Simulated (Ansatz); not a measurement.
BP: ideal fracture toughness from elastic constants and surface energies

Plane-wave DFT in Ansatz with scalar-relativistic PAW potentials. The crystal relaxes under PBE to F-43m with a = 4.548 Å, 11.76 Å³/atom. No spin polarisation.

Elastic constants with relaxed ions (PBE, cell F-43m with a = 4.548 Å, 420 eV, 10×10×10 k points) give Hill averages B = 162 GPa, G = 162 GPa, E = 364 GPa and ν = 0.125. Slabs with like faces (PBEsol) give, in J/m²:
| face, outer plane | planes | as cut | relaxed |
| --- | --- | --- | --- |
| (110) BP | 7 | 3.03 | 2.21 |

Estimate the Griffith toughness for cleavage on the cheapest of these faces, and the stress that breaks a crystal with an inner crack of half-length 1 μm.

The cheapest face computed is (110) BP, γ = 2.21 J/m². A crack makes two faces, so G_c = 2γ = 4.43 J/m². In plane strain K_Ic = √(2γE/(1 − ν²)) = 1.28 MPa √m (1.50 with the unrelaxed γ). With σ_f = K_Ic/√(πa) and a = 1 μm the crystal breaks at 722 MPa. The estimate takes isotropic averages for a single crystal and only the faces computed, and it counts no plastic work. Pugh's ratio G/B = 1.00 is above 0.65, on the brittle side, where Griffith's value is a fair lower bound.